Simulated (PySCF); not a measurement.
# Bi (Im-3m) in PySCF: notebook, part 2 of 2

PySCF 2.14.0.

## (4) Band structure, r2SCAN

The input, run.py:

```python
import json
import numpy as np
from pyscf.pbc import gto, scf, dft, df
from pyscf.pbc.tools import pyscf_ase
from ase.io import read

atoms = read('POSCAR')
cell = pyscf_ase.cell_from_ase(atoms)
cell.basis = 'DZVP-MOLOPT-SR-GTH-q5'
cell.pseudo = 'GTH-PBE-q5'
cell.ke_cutoff = 50  # hartree
cell.exp_to_discard = 0.02
cell.precision = 1e-08
cell.max_memory = 5880  # MB
cell.verbose = 4
cell.build()

res = {}
kpts = cell.make_kpts([8, 8, 8])
mf = dft.KRKS(cell, kpts, xc='r2scan')
mf = mf.multigrid_numint()
mf = mf.smearing(sigma=0.00183747, method='fermi')  # hartree
mf.conv_tol = 1e-07
mf.max_cycle = 60

atoms.calc = pyscf_ase.PySCF(method=mf)
print('ASE energy = %.8f eV' % atoms.get_potential_energy())
mf = atoms.calc.method_scan
res.update(converged=bool(mf.converged), e_tot=mf.e_tot, nelec=cell.nelectron, nao=cell.nao, mesh=list(map(int, cell.mesh)), a=cell.lattice_vectors().tolist(), coords=cell.atom_coords().tolist(),
           mo_energy=[np.real(x).tolist() for x in mf.mo_energy], mo_occ=[np.real(x).tolist() for x in mf.mo_occ])
res.update(e_free=mf.e_free, e_zero=mf.e_zero)
res.update(kpts=cell.get_scaled_kpts(kpts).tolist())
res['parts'] = {k: float(np.real(v)) for k, v in mf.scf_summary.items() if np.isscalar(v)}
json.dump(res, open('results.json', 'w'))
if not mf.converged:
    raise SystemExit('SCF not converged')

print('levels (eV)')
for i, kp in enumerate(res['kpts'][:40]):
    print('k %7.4f %7.4f %7.4f  ' % tuple(kp), ' '.join('%.3f' % (x * 27.211386) for x in res['mo_energy'][i][:8]))

# Mulliken populations
dm, s = np.asarray(mf.make_rdm1()), np.asarray(mf.get_ovlp())
sites = cell.aoslice_by_atom()[:, 2:]
tot = np.einsum('kij,kji->i', dm, s).real / len(kpts)
res['mulliken'] = [cell.atom_charge(i) - tot[a0:a1].sum() for i, (a0, a1) in enumerate(sites)]
print('Mulliken charges', np.round(res['mulliken'], 5))

path = pyscf_ase.bandpath(cell, npoints=40)
scaled = path.kpts
e_kn = mf.get_bands(cell.get_abs_kpts(scaled))[0]
res.update(band_k=np.asarray(scaled).tolist(), bands=np.asarray(e_kn).real.tolist())
for kp, e in zip(scaled, np.asarray(e_kn).real):
    print('k %7.4f %7.4f %7.4f  ' % tuple(kp), ' '.join('%8.3f' % (x * 27.211386) for x in e[:9]))
res['done'] = True
json.dump(res, open('results.json', 'w'))
```

The input, POSCAR:

```
Bi
1.0
   -1.9814305318      1.9814305318      1.9814305318
    1.9814305318     -1.9814305318      1.9814305318
    1.9814305318      1.9814305318     -1.9814305318
Bi
1
Direct
    0.0000000000      0.0000000000      0.0000000000
```

Potentials or basis: DZVP-MOLOPT-SR/GTH-PBE (potentials made for PBE).

Run with:

```sh
OMP_NUM_THREADS=4 python -u run.py > log
```

Log:

```text
pyscf/pbc/gto/cell.py:1403: UserWarning: Electron number 5 and spin 0 are not consistent in cell

  warnings.warn('Electron number %d and spin %d are not consistent '
Discarded 0 diffused primitive functions, 0 contracted functions

PySCF version 2.14.0

[INPUT] verbose = 4
[INPUT] num. atoms = 1
[INPUT] num. electrons = 5
[INPUT] charge = 0
[INPUT] spin (= nelec alpha-beta = 2S) = 0
[INPUT] symmetry False subgroup None
[INPUT] Mole.unit = angstrom
[INPUT] Symbol           X                Y                Z      unit          X                Y                Z       unit  Magmom
[INPUT]  1 Bi     0.000000000000   0.000000000000   0.000000000000 AA    0.000000000000   0.000000000000   0.000000000000 Bohr   0.0

nuclear repulsion = -6.07452348123798
number of shells = 3
number of NR pGTOs = 45
number of NR cGTOs = 13
basis = DZVP-MOLOPT-SR-GTH-q5
ecp = {}
lattice vectors  a1 [-3.744361040, 3.744361040, 3.744361040]
                 a2 [3.744361040, -3.744361040, 3.744361040]
                 a3 [3.744361040, 3.744361040, -3.744361040]
dimension = 3
low_dim_ft_type = None
Cell volume = 209.987
exp_to_discard = 0.02
rcut = 29.954154198327636 (nimgs = [6 6 6])
precision = 1e-08
pseudo = GTH-PBE-q5
ke_cutoff = 50
    = [23 23 23] mesh (12167 PWs)
Create scanner for <class 'pyscf.pbc.scf.smearing.SmearingKRKS'>
Set new lattice vectors
[[-1.98143053  1.98143053  1.98143053]
 [ 1.98143053 -1.98143053  1.98143053]
 [ 1.98143053  1.98143053 -1.98143053]]
New geometry
   1 Bi     0.000000000000   0.000000000000   0.000000000000 AA    0.000000000000   0.000000000000   0.000000000000 Bohr
Discarded 0 diffused primitive functions, 0 contracted functions

******** <class 'pyscf.scf.hf.SmearingKRKS_Scanner'> ********
method = SmearingKRKS_Scanner
initial guess = minao
damping factor = 0
level_shift factor = 0
DIIS = <class 'pyscf.scf.diis.CDIIS'>
diis_start_cycle = 1
diis_space = 8
diis_damp = 0
SCF conv_tol = 1e-07
SCF conv_tol_grad = None
SCF max_cycles = 60
direct_scf = True
direct_scf_tol = 1e-13

******** PBC SCF flags ********
N kpts = 512
Exchange divergence treatment (exxdiv) = ewald
    madelung (= occupied orbital energy shift) = 0.06074523481238228
    Total energy shift due to Ewald probe charge = -1/2 * Nelec*madelung = -0.151863087031
Smearing method = fermi
DF object = <pyscf.pbc.df.fft.FFTDF object>
XC functionals = r2scan
small_rho_cutoff = 0
Uniform grid, mesh = [23 23 23]
Set gradient conv threshold to 0.000316228
nelec by numeric integration = 5.0
init E= -5.48704845790064
    sigma = 0.00183747  Optimized mu = 0.266757371283  entropy = 0.128290218145
nelec by numeric integration = 5.000000000000006
    Total E(T) = -5.51775662118867  Free energy = -5.5179923506158  E0 = -5.51787448590223
cycle= 1 E= -5.51775662118867  delta_E= -0.0307  |g|= 0.214  |ddm|= 40.9
    sigma = 0.00183747  Optimized mu = 0.260694440323  entropy = 0.127400510926
nelec by numeric integration = 5.000000000000006
    Total E(T) = -5.5177996304625  Free energy = -5.51803372507931  E0 = -5.51791667777091
cycle= 2 E= -5.5177996304625  delta_E= -4.3e-05  |g|= 0.00882  |ddm|= 1.61
    sigma = 0.00183747  Optimized mu = 0.260704500236  entropy = 0.127330687633
nelec by numeric integration = 5.000000000000005
    Total E(T) = -5.5177998413581  Free energy = -5.5180338076767  E0 = -5.5179168245174
cycle= 3 E= -5.5177998413581  delta_E= -2.11e-07  |g|= 0.000188  |ddm|= 0.0765
    sigma = 0.00183747  Optimized mu = 0.260702451085  entropy = 0.127329584959
nelec by numeric integration = 5.000000000000006
    Total E(T) = -5.51779984343415  Free energy = -5.51803380772663  E0 = -5.51791682558039
cycle= 4 E= -5.51779984343415  delta_E= -2.08e-09  |g|= 9.52e-06  |ddm|= 0.0014
    sigma = 0.00183747  Optimized mu = 0.260702672935  entropy = 0.127329555786
nelec by numeric integration = 5.000000000000003
    Total E(T) = -5.5177998434876  Free energy = -5.51803380772647  E0 = -5.51791682560704
Extra cycle  E= -5.5177998434876  delta_E= -5.35e-11  |g|= 4.09e-07  |ddm|= 7.37e-05
converged SCF energy = -5.5177998434876
ASE energy = -150.14698152 eV
levels (eV)
k  0.0000  0.0000  0.0000   -7.016 12.399 12.399 12.399 19.535 19.535 19.535 22.971
k  0.0000 -0.0000  0.1250   -6.772 10.028 11.552 12.173 18.461 18.532 21.287 21.334
k  0.0000 -0.0000  0.2500   -5.898 6.326 10.130 11.633 15.991 16.817 22.269 22.670
k  0.0000 -0.0000  0.3750   -4.631 3.172 9.093 11.118 14.464 15.670 23.767 24.413
k  0.0000 -0.0000  0.5000   -3.815 1.705 8.726 10.915 13.995 15.293 25.478 25.990
k -0.0000  0.0000  0.6250   -4.631 3.172 9.093 11.118 14.464 15.670 23.767 24.413
[... 32 lines left out ...]
k  0.0000  0.5000  0.7500   -3.986 3.389 5.782 9.908 16.458 18.957 23.777 25.081
k -0.0000  0.5000  0.8750   -3.904 2.350 7.415 10.161 15.230 17.676 23.267 25.987
Mulliken charges [0.]
nelec by numeric integration = 5.000000000000003
k  0.0000  0.0000  0.0000     -7.016   12.399   12.399   12.399   19.535   19.535   19.535   22.971   22.971
k  0.0625 -0.0625  0.0625     -6.919   11.368   11.902   11.902   19.724   19.733   19.733   20.677   21.460
k  0.1250 -0.1250  0.1250     -6.471    9.496   10.683   10.683   18.489   20.307   20.324   20.324   21.975
k  0.1875 -0.1875  0.1875     -5.738    7.727    9.228    9.228   15.853   21.255   21.255   21.343   22.618
k  0.2500 -0.2500  0.2500     -4.764    6.295    7.851    7.851   13.930   21.505   22.560   22.561   22.925
k  0.3125 -0.3125  0.3125     -3.639    5.305    6.697    6.697   12.598   18.455   24.309   24.309   25.141
[... 32 lines left out ...]
k  0.0625  0.0625  0.4375     -3.732    1.889    7.756    9.790   15.616   16.806   26.214   26.729   27.108
k  0.0000  0.0000  0.5000     -3.815    1.705    8.726   10.915   13.995   15.293   25.478   25.990   27.005
```

Run time: 6.3 min. Hardware: 4 threads of AMD EPYC (Zen 3), shared host; peak memory 5.4 GiB.

Results:

```yaml
Free_energy: -150.1533 eV
Band_gap_on_the_k_mesh: none (metal or under the smearing width)
```

Levels at the corners of the path, in eV from the Fermi level:
| point | band 1 | band 2 | band 3 | band 4 | band 5 | band 6 |
| --- | --- | --- | --- | --- | --- | --- |
| Γ | -14.11 | 5.30 | 5.30 | 5.30 | 12.44 | 12.44 |
| H | -8.53 | -1.97 | -1.97 | -1.97 | 3.96 | 3.96 |
| N | -10.91 | -5.39 | 1.63 | 3.82 | 6.90 | 8.20 |
| Γ | -14.11 | 5.30 | 5.30 | 5.30 | 12.44 | 12.44 |
| P | -10.25 | -2.52 | -2.52 | -2.52 | 17.30 | 17.30 |
| H | -8.53 | -1.97 | -1.97 | -1.97 | 3.96 | 3.96 |
| P | -10.25 | -2.52 | -2.52 | -2.52 | 17.30 | 17.30 |
| N | -10.91 | -5.39 | 1.63 | 3.82 | 6.90 | 8.20 |

Caveat: meta-GGAs need a finer uniform grid than this; spin-orbit coupling is left out, which moves the levels of the heavy elements; the basis of atomic orbitals isn't converged, which shifts pressures, moduli and gaps.

## (5) Summary

| task | level | potentials or basis | k mesh | symmetry | band path | potentials | conv_tol | max_cycle | mesh quality | gap on the mesh (eV) |
| --- | --- | --- | --- | --- | --- | --- | --- | --- | --- | --- |
| band structure | r2SCAN | DZVP-MOLOPT-SR/GTH-PBE (potentials made for PBE) | 10 × 10 × 10 | yes | GHNGPH,PN | Bi GTH-PBE-q5 | 1e-07 Ha | 60 | not flagged | none |
| series | PBE0 form with 100 % exact exchange | DZVP-MOLOPT-HYB/GTH-HYB (UZH) (potentials made for PBE0) | 4 × 4 × 4 | no | - | Bi GTH-HYB-q5 | - | - | coarse | - |
| band structure | r2SCAN | DZVP-MOLOPT-SR/GTH-PBE (potentials made for PBE) | 8 × 8 × 8 | no | GHNGPH,PN | Bi GTH-PBE-q5 | 1e-07 Ha | 60 | not flagged | none |

Alike in all rows: no spin polarisation; cell as given; smearing fermi-dirac 0.05 eV.

Caveats: some runs use coarse meshes; spin-orbit coupling is left out, which moves the levels of the heavy elements; the basis of atomic orbitals isn't converged, which shifts pressures, moduli and gaps; meta-GGAs need a finer uniform grid than this (some runs); on so small a mesh gaps with full-range exact exchange can be off by tenths of an eV to over 1 eV (some runs).

Absolute energies hang on the potentials; compare differences alone.
